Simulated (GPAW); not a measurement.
# CoO (R3m) in GPAW: notebook

Runs on CoO. Level: PBEsol. Tasks: single point.

All numbers are computed with GPAW 26.7.0; they aren't measurements. Logs are shortened: lines on timing, memory, paths and dates and some standing lists are left out, and cuts for length are marked. The log counts tension as positive stress, the text compression.

### 1 Starting point

The structure is trigonal, space group R3m (No. 160). The conventional cell has a = 3.204 Å, b = 3.204 Å, c = 7.699 Å, α = 90.00°, β = 90.00°, γ = 120.00°. Co (site symmetry 3m) has 4 O at 1.91 to 1.96 Å as nearest neighbours. O (site symmetry 3m) has 4 Co at 1.91 to 1.96 Å as nearest neighbours.

Measurements of this composition are mostly on another form, of space group No. 225.

### 2 Single point, PBEsol

Input file run.py:

```python
from ase import Atoms
from ase.dft.bandgap import bandgap
from ase.io import write
from ase.units import GPa
from gpaw import GPAW, PW, setup_paths

setup_paths.insert(0, '.')

atoms = Atoms(['Co', 'Co', 'O', 'O'],
              cell=[[3.2044396834, 1.8500841138, 5.1329417806],
                    [-1.6022198417, 0.9250420569, 2.5664708903],
                    [0.0, -1.8500841138, 2.5664708903]],
              scaled_positions=[[0.49948916, 0.99897832, 0.99897832],
                                [0.99948916, 0.99897832, 0.99897832],
                                [0.375510515, 0.75102103, 0.75102103],
                                [0.875510515, 0.75102103, 0.75102103]],
              pbc=True)

calc = GPAW(mode=PW(800),
            xc='PBEsol',
            kpts={'size': (4, 7, 7), 'gamma': True},
            occupations={'name': 'fermi-dirac', 'width': 0.05},
            nbands=30,
            convergence={'density': 1e-05, 'energy': 1e-05},
            maxiter=150,
            txt='gpaw.txt')
atoms.calc = calc
energy = atoms.get_potential_energy()
forces = atoms.get_forces()
stress = atoms.get_stress()
calc.write('gs.gpw')
write('result.traj', atoms)
print(f'Energy: {energy:.6f} eV')
print('Forces (eV/A):')
print(forces.round(4))
print('Stress (GPa):', (stress / GPa).round(3))
print('Fermi level:', round(calc.get_fermi_level(), 4), 'eV')
print(f'Gap: {bandgap(calc)[0]:.4f} eV, direct: {bandgap(calc, direct=True)[0]:.4f} eV')
```

Potentials or basis: PAW data sets generated in the run's folder for this functional, pw.

Launch:

```sh
$ gpaw-setup -f PBEsol Co O
$ OMP_NUM_THREADS=1 python run.py
```

gpaw.txt:

```text
__  _  _
 | _ |_)|_||  |
 |__||  | ||/\| - 26.7.0

Input parameters:
  mode=PW(ecut=800.0),
  convergence={'density': 1e-05, 'energy': 1e-05},
  kpts=MonkhorstPack(size=(4, 7, 7), gamma=True),
  maxiter=150,
  nbands=30,
  occupations=Occupations(name='fermi-dirac', width=0.05),
  xc=XC(name='PBEsol')

Diagonalizing LCAO Hamiltonian
Converting LCAO to pw mode

            Co

            O
       Co

       O

Atoms  # Å, Bohr magnetons
|   | symbol |         x |        y |         z |    initial magnetic moments |
|---|--------|-----------|----------|-----------|-----------------------------|
| 0 |     Co | -0.000000 | 0.000000 |  7.691546 | ( 0.0000,  0.0000,  0.0000) |
| 1 |     Co |  1.602220 | 0.925042 | 10.258017 | ( 0.0000,  0.0000,  0.0000) |
| 2 |      O | -0.000000 | 0.000000 |  5.782421 | ( 0.0000,  0.0000,  0.0000) |
| 3 |      O |  1.602220 | 0.925042 |  8.348892 | ( 0.0000,  0.0000,  0.0000) |

Unit cell  # Å
| periodic |         x |         y |        z |  lengths |    angles |
|----------|-----------|-----------|----------|----------|-----------|
|      yes |  3.204440 |  1.850084 | 5.132942 | 6.327585 | 60.851823 |
|      yes | -1.602220 |  0.925042 | 2.566471 | 3.163793 | 60.851823 |
|      yes |  0.000000 | -1.850084 | 2.566471 | 3.163793 | 60.851823 |

Number of symmetries: 2
Symmetry operations  # r_c * U_cc + t_c -> r_c
|   | kind |            matrix            |
|---|------|------------------------------|
| 0 |  E   |  1, 0, 0,  0, 1, 0,  0, 0, 1 |
| 1 |  σ   |  1, 0, 0,  0, 0, 1,  0, 1, 0 |

BZ-sampling:
  Number of BZ points: 196
  Number of IBZ points: 60

  Monkhorst-Pack size: [4, 7, 7]
  Monkhorst-Pack shift: [0.125, 0.0, 0.0]

K-points  # in reciprocal-cell coordinates
|     |                                coordinates |     weight |
|-----|--------------------------------------------|------------|
|   0 | (  0.00000000,   0.00000000,   0.00000000) | 0.00510204 |
|   1 | (  0.00000000,   0.14285714,  -0.14285714) | 0.01020408 |
|   2 | (  0.00000000,   0.14285714,   0.00000000) | 0.02040816 |
|   3 | (  0.00000000,   0.14285714,   0.14285714) | 0.01020408 |
|   4 | (  0.00000000,   0.28571429,  -0.28571429) | 0.01020408 |
|   5 | (  0.00000000,   0.28571429,  -0.14285714) | 0.02040816 |
|   6 | (  0.00000000,   0.28571429,   0.00000000) | 0.02040816 |
|   7 | (  0.00000000,   0.28571429,   0.14285714) | 0.02040816 |
|   8 | (  0.00000000,   0.28571429,   0.28571429) | 0.01020408 |
|   9 | (  0.00000000,   0.42857143,  -0.42857143) | 0.01020408 |
| ... |                                            |            |
|  59 | (  0.50000000,   0.42857143,   0.42857143) | 0.01020408 |

Plane wave coefficients: 2379
Cutoff: 800.0 eV

Spin-components: 1 (collinear spins)
Bands:           30
Projectors:      22
Spin-degeneracy: 2
Datatype:        complex128

Parallelization:
  kpt:    1
  domain: 1
  band:   1

Density:
  Valence electrons: 30.0
  Components: 1
  Grid points: [42 21 21]
  Charge: 0.0  # |e|

Potential:
  Grid points: [42 21 21]

species:
  Co:
    name:    Cobalt
    Z:       27.0
    valence: 9
    core:    18
    charge:  0.0  # [|e|]
    compensation charges:
      type: gauss
      rc: 0.32  # [Å]
      lmax: 2
    cutoffs:
      filter: 1.87  # [Å]
      core: 2.55  # [Å]
    projectors
    | kind |    occ | energy [eV] | rcut [Å] |
    |------|--------|-------------|----------|
    |   4s |  2.000 |      -5.488 |    1.005 |
    |   4p |  0.000 |      -1.248 |    1.058 |
    |   3d |  7.000 |      -8.230 |    1.005 |
    |    s |        |      21.723 |    1.005 |
    |    p |        |      25.963 |    1.058 |
    |    d |        |      18.981 |    1.005 |

    Using partial waves for Co as LCAO basis

  O:
    name:    Oxygen
    Z:       8.0
    valence: 6
    core:    2
    charge:  0.0  # [|e|]
    compensation charges:
      type: gauss
      rc: 0.21  # [Å]
      lmax: 2
    cutoffs:
      filter: 1.17  # [Å]
      core: 0.83  # [Å]
    projectors
    | kind |    occ | energy [eV] | rcut [Å] |
    |------|--------|-------------|----------|
    |   2s |  2.000 |     -23.808 |    0.688 |
    |   2p |  4.000 |      -8.972 |    0.598 |
    |    s |        |       3.404 |    0.688 |
    |    p |        |      18.239 |    0.598 |
    |    d |        |       0.000 |    0.619 |

    Using partial waves for O as LCAO basis

Reference energy: -79805.654857  # eV

eigensolver:
  PPCG
  Converge bands: occupied
  niter=2

density mixing:
  MSR1-Mixer
  Pratt-step length: 0.05
  Maximum mixing coefficient: 0.75
  Old densities: 10
  SVD Regularization: 0.005
  Good broyden scale: 1.0
  Trust region scale: 1.0
  Backstep threshold: 4.0
  History deletion threshold: 6.0
  Fourier metric: weight=20.0, sigma=0.015

occupation numbers:
  Fermi-Dirac:
    width: 0.0500  # eV

poisson solver:
  ecut: 6400.0  # eV

xc functional:
  name: PBEsol with 2 nearest neighbor stencil

convergence criteria:
- Maximum integral of absolute [dens]ity change: 1e-05 electrons / valence electron
- Maximum [total energy] change in last 3 cyles: 1e-05 eV / valence electron
- Maximum integral of absolute [eigenst]ate change: 4e-08 eV^2 / valence electron
maximum number of iterations: 150

SCF iterations
|iter     | |      energy | eigst |  dens |
|---------|-|-------------|-------|-------|
|iter:   1| |  -31.578490 | +0.10 |       |
|iter:   2| |  -31.340293 | -1.95 | -1.08 |
|iter:   3| |  -30.663165 | -1.55 | -1.13 |
|iter:   4| |  -30.652010 | -2.37 | -1.64 |
|iter:   5| |  -30.630917 | -2.90 | -1.73 |
|iter:   6| |  -30.630925 | -3.75 | -1.70 |
|iter:   7| |  -30.616476 | -3.91 | -1.71 |
|iter:   8| |  -30.616147 | -4.36 | -2.29 |
|iter:   9| |  -30.616164 | -5.81 | -3.17 |
|iter:  10| |  -30.616165c| -6.34 | -3.41 |
|iter:  11| |  -30.616165c| -7.24 | -4.42 |
|iter:  12| |  -30.616165c| -7.96c| -4.52 |
|iter:  13| |  -30.616165c| -8.24c| -5.05c|

Converged in 13 steps
Energy contributions relative to reference atoms: (reference = -79805.654857)

Energy contributions:
  Kinetic:          30.307256
  Coulomb:         -30.631518
  Zero:              0.274798
  External:          0.000000
  Xc:              -30.541067
  Entropy:          -0.051269
  Spinorbit:         0.000000
  ----------------------------
  Free energy:     -30.641799
  Extrapolated:    -30.616165

dipole moment: (-0.000793, -0.000458, 45.232845)  # |e|*Ang

Fermi level: 6.696
Eigenvalues  # (at kpt = [0.000, 0.000, 0.000])
| band index |      eig [eV] | occ [0-2] |
|------------|---------------|-----------|
|          0 |       -13.639 |     2.000 |
|        ... |               |           |
|          5 |         0.725 |     2.000 |
|          6 |         0.937 |     2.000 |
|          7 |         0.953 |     2.000 |
|          8 |         5.432 |     2.000 |
|          9 |         5.434 |     2.000 |
|         10 |         5.576 |     2.000 |
|         11 |         5.583 |     2.000 |
|         12 |         5.602 |     2.000 |
|         13 |         6.714 |     0.817 |
|         14 |         7.091 |     0.001 |
|         15 |         7.130 |     0.000 |
|         16 |         7.893 |     0.000 |
|         17 |         7.897 |     0.000 |
|         18 |         7.989 |     0.000 |
|         19 |        12.274 |     0.000 |
|         20 |        13.532 |     0.000 |
|        ... |               |           |
|         29 |        26.775 |     0.000 |

No gap
No difference between direct/indirect transitions

Forces  # eV/Ang
|        x |        y |        z |
|----------|----------|----------|
|  0.03837 |  0.02215 |  0.19915 |  # Co   0
|  0.03840 |  0.02217 |  0.19927 |  # Co   1
| -0.03839 | -0.02216 | -0.19877 |  # O    2
| -0.03844 | -0.02220 | -0.19876 |  # O    3

Stress tensor  # eV/Ang^3
|         x |         y |         z |
|-----------|-----------|-----------|
|  0.133249 | -0.000161 | -0.000873 |
| -0.000161 |  0.133435 | -0.000504 |
| -0.000873 | -0.000504 |  0.117535 |

# Writing to gs.gpw (mode='')
```

Run time: 49 s. Hardware: 1 thread of AMD EPYC 9R45 (Zen 5), shared host; peak memory 0.25 GiB.

Results:

* Free energy: -30.6418 eV
* Pressure: -20.5 GPa
* Largest force: 0.204 eV/Å
* Band gap on the k mesh: none (metal or under the smearing width)

Forces on the atoms (eV/Å):
```
Co   0.038  0.022  0.199
Co   0.038  0.022  0.199
O   -0.038 -0.022 -0.199
O   -0.038 -0.022 -0.199
```

Caveat: the run has no spin polarisation, though such a crystal can be magnetic; semilocal functionals often make such compounds metallic where correlation or magnetic order opens a gap, which also shifts bond lengths.

(Continued in part 2 of 2.)
